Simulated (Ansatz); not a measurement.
**ZnF2 from a semilocal functional to hybrids**

```cif
data_structure
_symmetry_space_group_name_H-M 'P4_2/mnm'
_symmetry_Int_Tables_number 136
_cell_length_a 4.6945
_cell_length_b 4.6945
_cell_length_c 3.1460
_cell_angle_alpha 90.000
_cell_angle_beta 90.000
_cell_angle_gamma 90.000
_cell_volume 69.33
loop_
_atom_site_label
_atom_site_type_symbol
_atom_site_symmetry_multiplicity
_atom_site_Wyckoff_symbol
_atom_site_fract_x
_atom_site_fract_y
_atom_site_fract_z
_atom_site_occupancy
Zn1 Zn 2 a 0.00000 0.00000 0.00000 1
F1 F 4 f 0.30274 0.30274 0.00000 1
```

All runs: Ansatz, plane waves and PAW, scalar-relativistic (no spin–orbit coupling), 4×4×4 k-mesh, Gaussian smearing of 0.05 eV, no spin polarisation. Semilocal reference PBE: gap 3.55 eV, pressure 5.9 GPa. The hybrids carry no U.

Q: Order these functionals by the gap that they give, smallest first.
A. HISS
B. PBE0-type hybrid with an exact-exchange fraction taken as 1/ε∞
C. PBE0-type hybrid with an exact-exchange fraction of 0.5
D. HSE06-type hybrid with an exact-exchange fraction of 0.3

A: D (6.65 eV), A (7.29 eV), B (8.73 eV), C (10.23 eV).

Q: What are the full results?

A: 
| functional | gap | pressure (GPa) | cutoff (eV) | core-seconds |
| --- | --- | --- | --- | --- |
| HSE06-type hybrid with an exact-exchange fraction of 0.3 | 6.65 eV | 1.2 | 420 | 72 |
| HISS | 7.29 eV | -0.1 | 420 | 86 |
| PBE0-type hybrid with an exact-exchange fraction taken as 1/ε∞ | 8.73 eV | -0.5 | 420 | 120 |
| PBE0-type hybrid with an exact-exchange fraction of 0.5 | 10.23 eV | -2.1 | 420 | 78 |

In the PBE0 form the gap grows almost linearly with the exact-exchange fraction, by 1.33 eV for each tenth. The dielectric-dependent PBE0 form takes the fraction 0.389 = 1/ε∞, that is ε∞ = 2.6. On shared hosts the hybrid runs at the reference's cutoff took roughly 21 to 37 times the core time of the semilocal one on the same mesh, with some more bands.

Caveats: core times come from shared hosts and scatter; gaps are read on a coarse mesh; stress loosely converged.

The gap of ZnF2 depends on the range of exact exchange as well as its amount. Going from the HSE06-type hybrid at 0.3 to the PBE0 form at 0.389 raises it from 6.65 to 8.73 eV, more than the larger fraction alone would give at 1.33 eV per tenth. The rest reflects the long-range exchange that HSE06 cuts off. The valence edge is mainly F 2p with some Zn 3d admixture, and the conduction edge has strong Zn 4s character. Nonlocal exchange lowers the localised filled states relative to the empty ones, and weak dielectric screening in this ionic fluoride leaves much of its long-range tail intact. A fraction of 0.5 exceeds 1/ε∞ and so probably underscreens the exchange, making 10.23 eV likely too large. The fall in pressure from PBE to the hybrids suggests a smaller equilibrium volume, consistent with more compact anion density and weaker closed-shell repulsion. An optical onset would lie below the corresponding quasiparticle gap because of electron–hole attraction, so it can't rank these functionals directly.
